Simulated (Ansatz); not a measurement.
# SiC (wurtzite type): independent-particle optics, part 2 of 2

How does SiC (wurtzite type) absorb light if electrons and holes don't interact? The runs, in order: HSE06 for the gap; optics with PBE on 9×9×4; optics with r2SCAN on 9×9×4; optics with PBE and scissors to the HSE06 gap on 9×9×4.

Ansatz 0.2.0; plane waves, PAW; no local fields, no excitons.

### Step 4. Optics, r2SCAN

Input file input.yaml:

```yaml
crystal:
  lattice:
    - [3.0753562516, 0.0, 0.0]
    - [-1.5376781258, 2.6633366395, 0.0]
    - [0.0, 0.0, 5.0481081077]
  atoms:
    - { symbol: Si, position: [0.3333333333, 0.6666666667, -0.0004084095] }
    - { symbol: Si, position: [0.6666666667, 0.3333333333, 0.4995915905] }
    - { symbol: C, position: [0.3333333333, 0.6666666667, 0.3754084095] }
    - { symbol: C, position: [0.6666666667, 0.3333333333, 0.8754084095] }
kpoints:
  mp_grid: { grid: [9, 9, 4] }
hamiltonian:
  xc: r2scan
scf:
  occupations: { method: fixed }
output:
  optics:
    e_range: [0, 15]
    de: 0.05
    sigma: 0.1
    bands: { spectra_wanted_up_to: 15 }
```

Command:

```sh
ansatz run input.yaml --threads 4 --pin off --max-ram 3686MiB --backend cpu --events-out ev --progress --plain --runs-dir out
```

Standard output:

```text
Warning: RAYON_NUM_THREADS=4 ignored (pool sized by the plan → 4); use --threads N
Engine: ansatz 0.2.0, aarch64-unknown-linux-gnu
Pseudopotentials: kind: paw
Pseudopotential: Si, paw, valence charge 4, recommended cutoff 500 eV (meta_gga), Si.paw.azcp
Pseudopotential: C, paw, valence charge 4, recommended cutoff 500 eV (meta_gga), C.paw.azcp
Functional definition: r2SCAN
  parameter k0 = 0.174
  parameter k1 = 0.065
  parameter a1 = 4.9479
  exchange = r2scan_x(k0 = k0, k1 = k1, a1 = a1)
  correlation = r2scan_c
Crystal: 4 atoms, lattice volume = 41.348 Å³
Basis set: ecut = 500 eV, 1099 PW (Γ), exchange–correlation on 96×96×160 points (64 copies of the dense FFT grid, shifted against one another)
Bands: 12, of which v1, the nominal top of the filled ones, is band 8 counted from 1 (7 counted from 0)
Symmetry: 12 space group operations
Space group: P63mc (ITA 186), of the structure as read, at distance tolerance 3.5e-5 Å
k-points: 36 of 324 (time reversal used)
Non-local potential: Si, projectors of the file, l = 0: 2, l = 1: 2, l = 2: 2
Non-local potential: C, projectors of the file, l = 0: 2, l = 1: 2, l = 2: 1
PAW form: soft (Blöchl's): semilocal exchange-correlation on the pseudo side does not see the compensation charge
PAW frozen core: Si, regenerated for the run's functional (the file was generated under x = pbe(κ = 0.804, μ = 0.2195149727645171), c = pbe(β = 0.06672455060314922))
PAW frozen core: C, regenerated for the run's functional (the file was generated under x = pbe(κ = 0.804, μ = 0.2195149727645171), c = pbe(β = 0.06672455060314922))
PAW one-centre angular grid: Si, 302 points (default); XC on 160 Gauss nodes
PAW one-centre angular grid: C, 302 points (default); XC on 239 of its mesh's 2573 points in the sphere
Initial density: superposition of atomic densities (neutral atoms: chi_scale 0, normalization atom), corrected by the library's trained network
Initial wavefunctions: pseudopotential atomic-orbital guess
Functional: x = r2scan, c = r2scan; τ floored in thin density (d = 2e-4 eV/Å³)
SCF iter   1: F=—  HF=-1782.562308 eV  |F-HF|=—  |Δ(HF+E_count)|=         —  Δρ=5.86e-3  dr2=9.12e-3  dr2_τ=3.90e-1  ethr=1.77e-3  ⟨swp⟩=4.3  Hψ=2512  notcnv=0  defer=68
preconditioner: auto → none  [insulator: Δε(μ)=2.621 eV  Ē_g=12.765 eV  n_scr=2 (ndim 8)  ℏωp=23.1 eV  f_vac=0.000  ε∞_Penn≈4.3]
SCF iter   2: F=—  HF=-1782.652022 eV  |F-HF|=—  |Δ(HF+E_count)|=   8.97e-2  Δρ=4.02e-3  dr2=3.60e-3  dr2_τ=6.52e-5  ethr=5.70e-5  ⟨swp⟩=2.9  Hψ=1146  notcnv=0  defer=70
SCF iter   3: F=—  HF=-1782.651927 eV  |F-HF|=—  |Δ(HF+E_count)|=   9.56e-5  Δρ=1.29e-3  dr2=6.26e-4  dr2_τ=1.07e-5  ethr=2.25e-5  ⟨swp⟩=2.0  Hψ=776  notcnv=0  defer=70
SCF iter   4: F=—  HF=-1782.651968 eV  |F-HF|=—  |Δ(HF+E_count)|=   4.14e-5  Δρ=1.98e-4  dr2=1.06e-5  dr2_τ=3.13e-6  ethr=3.91e-6  ⟨swp⟩=2.0  Hψ=769  notcnv=0  defer=70
SCF iter   5: F=—  HF=-1782.651970 eV  |F-HF|=—  |Δ(HF+E_count)|=   1.66e-6  Δρ=6.41e-5  dr2=1.00e-6  dr2_τ=4.08e-8  ethr=6.65e-8  ⟨swp⟩=2.0  Hψ=694  notcnv=0
SCF iter   6: F=—  HF=-1782.651970 eV  |F-HF|=—  |Δ(HF+E_count)|=   2.80e-7  Δρ=1.87e-5  dr2=9.12e-8  dr2_τ=1.12e-9  ethr=6.27e-9  ⟨swp⟩=2.0  Hψ=720  notcnv=0
SCF iter   7: F=—  HF=-1782.651970 eV  |F-HF|=—  |Δ(HF+E_count)|=   2.49e-8  Δρ=4.00e-6  dr2=4.92e-9  dr2_τ=5.00e-11  ethr=5.70e-10  ⟨swp⟩=2.0  Hψ=720  notcnv=0
SCF iter   8: F=—  HF=-1782.651970 eV  |F-HF|=—  |Δ(HF+E_count)|=  8.59e-10  Δρ=4.53e-7  dr2=7.47e-11  dr2_τ=7.89e-13  ethr=3.08e-11  ⟨swp⟩=2.7  Hψ=718  notcnv=0
SCF iter   9: F=-1782.651970 eV  HF=-1782.651970 eV  |F-HF|=1.59e-12  |Δ(HF+E_count)|=  5.68e-12  Δρ=2.44e-8  dr2=2.21e-13  dr2_τ=3.20e-15  ethr=1.00e-12  ⟨swp⟩=4.2  Hψ=1722  notcnv=0
SCF 1 converged in 9 iterations: F = -1782.651970 eV  dr2 = 2.21e-13
NSCF: frozen V_eff on 36 k-points
Optics k sum: 0 of 36 k-points
[...]
NSCF: frozen V_eff on 1 k-points
NSCF: frozen V_eff on 1 k-points
output.optics: what the bands over the 26 summed would add to eps1, eps2 and the energy-loss function is held between a lower and an upper bound (6 Lanczos steps). eps1, eps2 and their loss function (loss_summed_bands) are given on every row as the summed bands alone make them. Along an axis, on a row where the two bounds hold the loss function to about 1 % of the greater of itself and 0.5 % of |1/eps|, its cell (loss_completed) is given, with the completed eps1 and eps2 that it is formed of (a cell that is left empty reads nan in the table and null in the record). The two bounds hold it so along every axis on all 301 rows up to 15.000 eV. The run works to bound the rows up to 15.000 eV and no higher ones: a peak of the loss function over that energy may be left empty with no warning. To have the run work for it, set output.optics.bands.spectra_wanted_up_to to a higher energy. perfect_screening_sum, loss_f_sum_n_eff and, beside carriers, perfect_screening_limit are those of loss_summed_bands: over the bounded function the two sums would run over rows that are not all bounded, and lack what the bands left out lay past the top of the energy grid. Bounded is said of the bands left out alone, which are those that the basis at basis.ecutwfc holds: it says nothing of that cutoff, of the k-point mesh, of what the sum inside its cells errs by (eps2_relative_error), of the factors of all_electron_strengths, nor of how far the SCF is converged. The bands left out are taken at the k-points, and what their mean over the points' cells stands off that by is in neither bound: the run's estimate of it, which the test of a row counts in, is 0.03 % of |eps| at the most among the values given; where the mean stood off by over 0.5 % the points' spread read 0.1 to 3 times that
SCF converged after 9 iterations
Free energy (F): -1782.651970 eV
Harris-Foulkes:  -1782.651970 eV  (|F-HF|=1.59e-12)
Internal energy: -1782.651970 eV  (E = F + TS)
E sigma→0 (E₀):  -1782.651970 eV
Fermi energy:    9.525135 eV
--- Per-component energies (eV) ---
  E_band       = 51.173798
  E_kinetic    = 272.223133
  E_local      = -208.963122  (includes V_loc(G=0)·N_el)
  E_nonlocal   = 100.682590
  E_hartree    = 65.869754
  E_xc         = -202.783195
  E_vxc        = -237.377822  (∫ρ·V_xc dr)
  E_paw        = -1240.568447  (= ΣΔE_a)
  E_vpaw       = -18.272931  (= ΣTr[D̂ρ^β])
  E_aug_tail   = 0.000016  (compensation charges beyond the density's cutoff)
  E_vtau       = 11.142420  (kinetic-family band-sum trace: ∫τ·v_τ [+ j·A + Jᵃ·Aᵃ] dr)
  E_ewald      = -568.910286
  E_core_change = -0.202413  (= ΣΔE_core)
  E_smearing   = -0.000000  (= −TS)
  E_closure    = 0.000000  (closes the sum)
  Σ components = -1782.651970   (vs F -1782.651970, Δ=0.00e0)
--- Band table (eV; the first three rows and the last of 36) ---
  k-point 0: bands = ["-6.8295", "-3.2018", "0.5329", "8.1423", "8.1423", "9.4133", "9.5251", "9.5251", "14.8901", "16.2752", "16.7158", "16.7158"]
  k-point 1: bands = ["-6.5139", "-4.2085", "2.0546", "7.8475", "8.3186", "8.3186", "9.2924", "9.2924", "15.1809", "16.8343", "16.8343", "17.1461"]
  k-point 2: bands = ["-5.5936", "-5.5936", "4.8994", "4.8994", "8.7775", "8.7775", "8.7775", "8.7775", "16.0108", "16.0108", "17.4137", "17.4137"]
  k-point 35: bands = ["-1.9751", "-1.9751", "1.5322", "1.5322", "3.6994", "3.6994", "7.7059", "7.7059", "15.1096", "15.1096", "16.0828", "16.0828"]
```

It took 32 s on 4 threads of Arm Neoverse N1, shared host; peak memory 0.68 GiB.

optics.tsv begins:

```
# eps_inf(xx yy zz) = 6.495237 6.495237 6.815692
# eps_inf_bands = all
# eps_inf_summed_bands(xx yy zz) = 6.457561 6.457561 6.776632
# eps_inf_completed(xx yy zz) = 6.495237 6.495237 6.815692
# eps2_relative_error = 0.0011
# eps_inf_relative_error = 0.0041
# f_sum_n_eff(xx yy zz) = 13.878182 13.878182 13.828904 of n_electrons = 16.000000
# n_bands = 26
# n_bands_set_by = photon_energy
# valid_up_to_ev = 20.926401
# least_direct_gap_ev = 4.511208e0 at k(fractional) = 0.000000 0.444444 0.000000, k_point = 12, channel = 0, bands = 7 8 (counted from 0)
```

The dielectric function from optics.tsv (yy equals xx), one row in 13 (narrow peaks fall between the rows):

```tsv
E (eV)	ε₂ xx	ε₂ zz	ε₁ xx	ε₁ zz
4.85	0.01	0.00	10.40	11.81
5.50	1.94	6.39	13.49	17.74
6.15	4.55	11.46	17.32	15.47
6.80	18.78	16.73	14.71	8.29
7.45	18.89	13.60	2.27	0.76
8.10	11.64	15.22	3.05	6.63
8.75	13.26	12.65	-0.13	-1.64
9.40	10.55	10.05	-2.88	-5.03
10.05	8.08	6.10	-4.51	-4.85
10.70	5.73	5.06	-4.30	-3.80
11.35	4.15	3.97	-3.73	-3.40
12.00	3.54	3.44	-3.09	-3.40
12.65	2.92	2.62	-3.09	-2.83
13.30	2.32	2.30	-2.62	-2.55
13.95	1.86	1.85	-2.37	-2.31
14.60	1.51	1.47	-2.07	-2.12
```

Tallest peaks of ε₂ (mean of the periodic axes): 18.4 at 6.85 eV, 18.4 at 7.25 eV, 13.7 at 8.20 eV.

### Step 5. Optics, PBE + 1.08 eV scissors

The scissors of 1.082 eV comes from the difference of HSE06 and PBE direct gaps in separate runs.

input.yaml: that of step 4 with these lines changed.

```diff
@@ -13,3 +13,3 @@
 hamiltonian:
-  xc: r2scan
+  xc: pbe
 scf:
@@ -22 +22,2 @@
     bands: { spectra_wanted_up_to: 15 }
+    scissors: 1.082
```

Command:

```sh
ansatz run input.yaml --threads 4 --pin off --max-ram 3686MiB --backend cpu --events-out ev --progress --plain --runs-dir out
```

Standard output:

```text
Warning: RAYON_NUM_THREADS=4 ignored (pool sized by the plan → 4); use --threads N
Engine: ansatz 0.2.0, aarch64-unknown-linux-gnu
Pseudopotentials: kind: paw
Pseudopotential: Si, paw, valence charge 4, recommended cutoff 420 eV (normal), Si.paw.azcp
Pseudopotential: C, paw, valence charge 4, recommended cutoff 420 eV (normal), C.paw.azcp
Functional definition: PBE
  parameter kappa = 0.804
  parameter beta = 0.06672455060314922
  exchange = pbe_x(kappa = kappa, mu = beta*pi^2/3)
  correlation = pbe_c(beta = beta)
Crystal: 4 atoms, lattice volume = 41.348 Å³
Basis set: ecut = 420 eV, 785 PW (Γ)
Bands: 12, of which v1, the nominal top of the filled ones, is band 8 counted from 1 (7 counted from 0)
Symmetry: 12 space group operations
Space group: P63mc (ITA 186), of the structure as read, at distance tolerance 3.5e-5 Å
k-points: 36 of 324 (time reversal used)
Non-local potential: Si, projectors of the file, l = 0: 2, l = 1: 2, l = 2: 2
Non-local potential: C, projectors of the file, l = 0: 2, l = 1: 2, l = 2: 1
PAW form: soft (Blöchl's): semilocal exchange-correlation on the pseudo side does not see the compensation charge
PAW one-centre angular grid: Si, 110 points (default); XC on 64 Gauss nodes
PAW one-centre angular grid: C, 110 points (default); XC on 64 Gauss nodes
Initial density: superposition of atomic densities (neutral atoms: chi_scale 0, normalization atom), corrected by the library's trained network
Initial wavefunctions: pseudopotential atomic-orbital guess
Functional: x = pbe(κ = 0.804, μ = 0.2195149727645171), c = pbe(β = 0.06672455060314922)
SCF iter   1: F=—  HF=-1774.302130 eV  |F-HF|=—  |Δ(HF+E_count)|=         —  Δρ=2.57e-3  dr2=2.87e-3  ethr=1.77e-3  ⟨swp⟩=4.2  Hψ=2496  notcnv=0  defer=70
preconditioner: auto → none  [insulator: Δε(μ)=2.251 eV  Ē_g=11.920 eV  n_scr=2 (ndim 8)  ℏωp=23.1 eV  f_vac=0.000  ε∞_Penn≈4.8]
SCF iter   2: F=—  HF=-1774.302034 eV  |F-HF|=—  |Δ(HF+E_count)|=   9.59e-5  Δρ=9.16e-4  dr2=2.07e-4  ethr=1.79e-5  ⟨swp⟩=2.3  Hψ=1078  notcnv=0  defer=70
SCF iter   3: F=—  HF=-1774.302061 eV  |F-HF|=—  |Δ(HF+E_count)|=   2.64e-5  Δρ=3.96e-4  dr2=2.59e-5  ethr=1.29e-6  ⟨swp⟩=2.0  Hψ=660  notcnv=0  defer=64
SCF iter   4: F=—  HF=-1774.302106 eV  |F-HF|=—  |Δ(HF+E_count)|=   4.55e-5  Δρ=6.94e-5  dr2=8.75e-7  ethr=1.62e-7  ⟨swp⟩=2.5  Hψ=691  notcnv=0  defer=4
SCF iter   5: F=—  HF=-1774.302108 eV  |F-HF|=—  |Δ(HF+E_count)|=   1.46e-6  Δρ=5.49e-6  dr2=4.80e-9  ethr=5.47e-9  ⟨swp⟩=2.2  Hψ=722  notcnv=0
SCF iter   6: F=—  HF=-1774.302108 eV  |F-HF|=—  |Δ(HF+E_count)|=   1.39e-8  Δρ=7.24e-7  dr2=1.21e-10  ethr=3.00e-11  ⟨swp⟩=2.1  Hψ=707  notcnv=0
SCF iter   7: F=-1774.302108 eV  HF=-1774.302108 eV  |F-HF|=6.14e-12  |Δ(HF+E_count)|=  2.19e-10  Δρ=1.17e-7  dr2=3.36e-12  ethr=1.00e-12  ⟨swp⟩=4.6  Hψ=1867  notcnv=0
SCF 1 converged in 7 iterations: F = -1774.302108 eV  dr2 = 3.36e-12
NSCF: frozen V_eff on 36 k-points
Optics k sum: 0 of 36 k-points
[...]
NSCF: frozen V_eff on 1 k-points
NSCF: frozen V_eff on 1 k-points
output.optics: what the bands over the 25 summed would add to eps1, eps2 and the energy-loss function is held between a lower and an upper bound (6 Lanczos steps). eps1, eps2 and their loss function (loss_summed_bands) are given on every row as the summed bands alone make them. Along an axis, on a row where the two bounds hold the loss function to about 1 % of the greater of itself and 0.5 % of |1/eps|, its cell (loss_completed) is given, with the completed eps1 and eps2 that it is formed of (a cell that is left empty reads nan in the table and null in the record). The two bounds hold it so along every axis on all 301 rows up to 15.000 eV. The run works to bound the rows up to 15.000 eV and no higher ones: a peak of the loss function over that energy may be left empty with no warning. To have the run work for it, set output.optics.bands.spectra_wanted_up_to to a higher energy. perfect_screening_sum, loss_f_sum_n_eff and, beside carriers, perfect_screening_limit are those of loss_summed_bands: over the bounded function the two sums would run over rows that are not all bounded, and lack what the bands left out lay past the top of the energy grid. Bounded is said of the bands left out alone, which are those that the basis at basis.ecutwfc holds: it says nothing of that cutoff, of the k-point mesh, of what the sum inside its cells errs by (eps2_relative_error), of the factors of all_electron_strengths, nor of how far the SCF is converged. The bands left out are taken at the k-points, and what their mean over the points' cells stands off that by is in neither bound: the run's estimate of it, which the test of a row counts in, is 0.03 % of |eps| at the most among the values given; where the mean stood off by over 0.5 % the points' spread read 0.1 to 3 times that
SCF converged after 7 iterations
Free energy (F): -1774.302108 eV
Harris-Foulkes:  -1774.302108 eV  (|F-HF|=6.14e-12)
Internal energy: -1774.302108 eV  (E = F + TS)
E sigma→0 (E₀):  -1774.302108 eV
Fermi energy:    9.637768 eV
--- Per-component energies (eV) ---
  E_band       = 57.609083
  E_kinetic    = 271.684369
  E_local      = -210.487912  (includes V_loc(G=0)·N_el)
  E_nonlocal   = 103.678378
  E_hartree    = 65.020886
  E_xc         = -211.115351
  E_vxc        = -218.883559  (∫ρ·V_xc dr)
  E_paw        = -1224.172217  (= ΣΔE_a)
  E_vpaw       = -18.424005  (= ΣTr[D̂ρ^β])
  E_aug_tail   = 0.000027  (compensation charges beyond the density's cutoff)
  E_ewald      = -568.910286
  E_smearing   = -0.000000  (= −TS)
  E_closure    = 0.000000  (closes the sum)
  Σ components = -1774.302108   (vs F -1774.302108, Δ=0.00e0)
--- Band table (eV; the first three rows and the last of 36) ---
  k-point 0: bands = ["-5.9350", "-2.3682", "0.9372", "8.3223", "8.3223", "9.5264", "9.6378", "9.6378", "14.4424", "15.8324", "16.3104", "16.3104"]
  k-point 1: bands = ["-5.6305", "-3.3854", "2.4467", "8.0237", "8.4900", "8.4900", "9.4163", "9.4163", "14.7243", "16.4310", "16.4310", "16.6574"]
  k-point 2: bands = ["-4.7398", "-4.7398", "5.1959", "5.1959", "8.9262", "8.9262", "8.9262", "8.9262", "15.5337", "15.5337", "16.9921", "16.9921"]
  k-point 35: bands = ["-1.1392", "-1.1392", "1.8873", "1.8873", "3.9988", "3.9988", "7.9017", "7.9017", "14.7089", "14.7089", "15.6557", "15.6557"]
```

Run time: 23 s. Hardware: 4 threads of Arm Neoverse N1, shared host; peak memory 0.55 GiB.

optics.tsv begins:

```
# eps_inf(xx yy zz) = 6.382896 6.382896 6.669874
# eps_inf_bands = all
# eps_inf_summed_bands(xx yy zz) = 6.340038 6.340038 6.626553
# eps_inf_completed(xx yy zz) = 6.382896 6.382896 6.669874
# eps2_relative_error = 0.0011
# eps_inf_relative_error = 0.0041
# f_sum_n_eff(xx yy zz) = 13.057343 13.057343 13.029971 of n_electrons = 16.000000
# n_bands = 25
# n_bands_set_by = photon_energy
# valid_up_to_ev = 19.310687
# least_direct_gap_ev = 4.012544e0 at k(fractional) = 0.000000 0.444444 0.000000, k_point = 12, channel = 0, bands = 7 8 (counted from 0)
```

The dielectric function from optics.tsv (yy equals xx), one row in 5 (narrow peaks fall between the rows):

```
E (eV)  ε₂ xx  ε₂ zz  ε₁ xx  ε₁ zz
  5.45   0.02   0.00  10.99  12.46
  5.70   0.19   0.02  12.31  14.50
  5.95   1.27   2.59  14.10  19.38
  6.20   2.64   8.16  14.89  17.01
  6.45   3.88   9.16  16.17  16.46
  6.70   5.05  12.25  18.46  16.54
  6.95  12.79  16.11  21.33  14.47
  7.20  18.10  17.82  18.52  10.61
  7.45  20.81  18.58  10.30   6.67
  7.70  21.30  17.33   6.95   4.18
  7.95  20.91  14.79   1.06   0.23
  8.20  12.89  11.08  -3.58   0.97
  8.45  10.78  11.47   2.07   7.16
  8.70  12.97  17.85   1.37   1.72
  8.95  13.35  15.48   1.12  -2.24
  9.20  14.04  13.28  -0.66  -2.67
  9.45  12.48  13.46  -3.11  -3.20
  9.70  11.19  11.73  -2.97  -5.38
  9.95  10.62   9.82  -4.00  -5.94
 10.20   9.68   8.26  -4.43  -6.16
 10.45   8.54   6.46  -5.19  -5.63
 10.70   7.17   5.87  -5.38  -4.86
 10.95   6.21   5.42  -4.82  -4.45
 11.20   5.64   5.08  -4.76  -4.31
 11.45   4.95   4.69  -4.62  -4.19
 11.70   4.34   4.10  -4.25  -3.98
 11.95   3.96   4.02  -3.92  -3.67
 12.20   3.72   3.66  -3.64  -3.72
 12.45   3.51   3.32  -3.49  -3.51
 12.70   3.31   3.03  -3.40  -3.41
 12.95   3.04   2.77  -3.41  -3.20
 13.20   2.67   2.62  -3.25  -3.02
 13.45   2.46   2.48  -3.03  -2.95
 13.70   2.30   2.28  -2.88  -2.88
 13.95   2.14   2.06  -2.80  -2.76
 14.20   1.92   1.89  -2.66  -2.61
 14.45   1.80   1.77  -2.52  -2.53
 14.70   1.64   1.60  -2.41  -2.45
 14.95   1.51   1.45  -2.28  -2.34
```

Tallest peaks of ε₂ (mean of the periodic axes): 20.5 at 7.35 eV, 20.2 at 7.75 eV, 14.7 at 8.65 eV.

### Step 6. The levels side by side

| level | mesh | least direct gap on the mesh (eV) | ε∞ | tallest peak of ε₂ | time |
| --- | --- | --- | --- | --- | --- |
| PBE | 9×9×4 | 4.01 | 7.15 (xx, yy), 7.51 (zz) | 20.5 at 6.25 eV | 24 s |
| r2SCAN | 9×9×4 | 4.51 | 6.50 (xx, yy), 6.82 (zz) | 18.4 at 6.85 eV | 32 s |
| PBE + 1.08 eV scissors | 9×9×4 | 5.09 | 6.38 (xx, yy), 6.67 (zz) | 20.5 at 7.35 eV | 23 s |

### Step 7. Summary of results

The summary covers parts 1 to 2.

| quantity | value |
| --- | --- |
| ε∞, PBE | 7.15 (xx, yy), 7.51 (zz) |
| ε∞, r2SCAN | 6.50 (xx, yy), 6.82 (zz) |
| ε∞, PBE + 1.08 eV scissors | 6.38 (xx, yy), 6.67 (zz) |
| tallest peak of ε₂, PBE | 20.5 at 6.25 eV |
| tallest peak of ε₂, r2SCAN | 18.4 at 6.85 eV |
| tallest peak of ε₂, PBE + 1.08 eV scissors | 20.5 at 7.35 eV |
| HSE06 direct gap | 5.06 eV |

PBE + 1.08 eV scissors has the widest direct gap (5.09 eV) and PBE the narrowest (4.01 eV); ε∞ is 6.48 and 7.27 (mean of the axes): a wider gap screens less. The response is anisotropic: with PBE ε∞ is 7.15 (xx, yy), 7.51 (zz). Local fields and excitons are left out: both change ε∞, and without excitons the onset lacks its lines.
